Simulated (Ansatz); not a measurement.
**Structure search for Mg3O2**

Computed with DFT PBE, scalar-relativistic, plane waves, PAW (Ansatz 0.2.0). All cells share a 420 eV cutoff and Γ-centred k meshes spaced at most about 0.3 Å⁻¹ (about 0.25 or finer for metals, 2π included). No spin polarisation.

Formation energies are uncorrected and refer to the elements' standard structures at the same level (O₂ as a molecule).

These are static total energies at zero pressure. The comparison covers the computed candidates alone. For metals, differences of a few meV/atom aren't resolved. Weakly bound directions are ill-defined at this level, which has no dispersion term (R32), and this can change margins and order among such cells. Kohn–Sham gaps at this level usually fall short of measured ones.

Invented guesses were relaxed alike, and ends that match in structure were merged. ΔE counts from the first row. Coordination counts O atoms around Mg (those within 1.25 times the shortest such distance or 1.15 times the sum of covalent radii; a slash parts the counts of unlike sites). The ends were matched against large subsets of the Crystallography Open Database and the Materials Project, so a missing match doesn't prove that a structure is unreported.

```tsv
#	reached from	type and space group	atoms	Å³/atom	coordination	ΔE (meV/atom)	gap on mesh (eV)	in databases
1	a cell proposed by chemical analogy	anti-tetradymite, R-3m (No. 166)	5	12.1	Mg 3/6	0	0.00	no match
2	a cell proposed by chemical analogy	P-3m1 (No. 164)	5	12.0	Mg 3/6	7	0.00	no match
3	a cell proposed by chemical analogy	I4/mmm (No. 139)	5	12.1	Mg 2/5	50	0.00	no match
4	anti-corundum type (R-3c)	anti-corundum, R-3c (No. 167)	10	12.5	Mg 4	297	0.44	no match
5	anti-La2O3 type (P321), changed on relaxing	P-62m (No. 189)	5	12.8	Mg 4	302	0.00	no match
6	random cell with space group R32	R32 (No. 155)	5	24.2	Mg 2	402	1.61	no match
```

The lowest: Space group R-3m (No. 166), trigonal, a = 3.058 Å, c = 22.389 Å. Around Mg on a site of symmetry 3m lie 3 O at 2.16 Å; Mg on a site of symmetry -3m is surrounded by 6 O at 2.14 Å; O has 6 Mg at 2.14–2.16 Å. Its energy over the elements is −2.01 eV/atom. A negative formation energy is needed for stability but isn't enough: competing phases decide. An observed structure of this formula, if there is one, may be missing.

```
CELL_PARAMETERS angstrom
1.52888 0.88270 7.46305
-1.52888 0.88270 7.46305
0.00000 -1.76540 7.46305
ATOMIC_POSITIONS crystal
Mg 0.22312 0.22312 0.22312
Mg 0.77688 0.77688 0.77688
Mg 0.00000 0.00000 0.00000
O 0.61235 0.61235 0.61235
O 0.38765 0.38765 0.38765
```

The second: Space group P-3m1 (No. 164), trigonal, a = 3.045 Å, c = 7.485 Å. Mg on a site of symmetry 3m has 3 O at 2.16 Å; Mg on a site of symmetry -3m has 6 O at 2.14 Å; O is surrounded by 6 Mg at 2.14–2.16 Å. Counting O atoms around Mg, the first and the second both have Mg 3/6. Cells relaxed within their symmetry can be saddle points. Some types were kept out of the candidates beforehand, so the set may lack a known form.
